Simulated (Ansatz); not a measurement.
**Eu, one cell by several methods**

```
CELL_PARAMETERS angstrom
-2.24380 2.24380 2.24380
2.24380 -2.24380 2.24380
2.24380 2.24380 -2.24380
ATOMIC_POSITIONS crystal
Eu 0.00000 0.00000 0.00000
```

Structure from Materials Project entry mp-20071 (possibly hypothetical), not relaxed further.

Where the f shell is localised, expect the real compound to differ from this run without U.

The magnetic state is the one reached from the start moments; no search over orders was made, so it needn't be the ground state.

No spin–orbit coupling, which matters for the heavy atoms here.

Methods: DFT, PBEsol, PAW with Ansatz's default frozen-core files, scalar-relativistic (Ansatz 0.2.0); DFT, PBEsol, all-electron PAW with datasets made for the crystal, scalar-relativistic (Ansatz 0.2.0); DFT, PBEsol, all-electron LAPW, scalar-relativistic (Ansatz 0.2.0).

For PAW: a Γ-centred 10×10×10 k mesh, Fermi–Dirac smearing of 0.05 eV, cutoff 420 eV, spin-polarised from start moments Eu 7 μB; the PAW files were made with PBE, and the program remakes their frozen cores for this functional. The crystal-made all-electron datasets (AE datasets) take a cutoff of 260 eV at this cell. LAPW targets a basis error of 1 meV/atom. The Ansatz runs share mesh, smearing and spin set-up. Plane-wave (PAW) pressures include the program's estimate of the Pulay term.

Stress and pressure are positive in compression.

Levels count from the Fermi level.

```
                              quantity     PAW  AE datasets    LAPW
                        pressure (GPa)       ?        -1.97   -1.97
               moment of the cell (μB)   7.367        7.363   7.363
highest filled spin-up level at N (eV)  -0.406       -0.410  -0.410
  lowest empty spin-up level at N (eV)       ?        0.424   0.424
highest filled spin-up level at H (eV)  -0.392       -0.396  -0.396
  lowest empty spin-up level at H (eV)   4.576        4.577   4.577
highest filled spin-up level at Γ (eV)  -0.382       -0.386  -0.386
  lowest empty spin-up level at Γ (eV)   1.714        1.724   1.724
```

Task: Fill in "PAW" for the row "pressure (GPa)".

Result: -2.03.

Task: Fill in "PAW" for the row "lowest empty spin-up level at N (eV)".

Result: 0.418.
